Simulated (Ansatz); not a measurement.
# MgS (Niningerite) in Ansatz: the effect of functional

MgS (Niningerite):

```
S Mg
1.0
     0.00000    2.60165    2.60165
     2.60165    0.00000    2.60165
     2.60165    2.60165    0.00000
S Mg
1 1
Cartesian
  2.6016 2.6016 2.6016
  0.0000 0.0000 0.0000
```

Alike in all runs:

* Program: Ansatz 0.2.0
* Task: single point
* Potentials or basis: all-electron PAW datasets made for the crystal
* k mesh: 6 × 6 × 6
* Occupations: fermi-dirac, width 0.05 eV
* Spin: no spin polarisation

```tsv
functional	cutoff	gap on the mesh (eV)	pressure (GPa)
PBEsol	200 eV (chosen from the basis error)	?	?
HSE06	220 eV (chosen from the basis error)	3.80	-0.4
PBE0	220 eV (chosen from the basis error)	4.52	-0.4
```

What does the run with functional PBEsol give?

gap on the mesh 2.70 eV; pressure -0.9 GPa.

A k mesh can miss the band edges.

The runs don't all hold the same shells in valence.
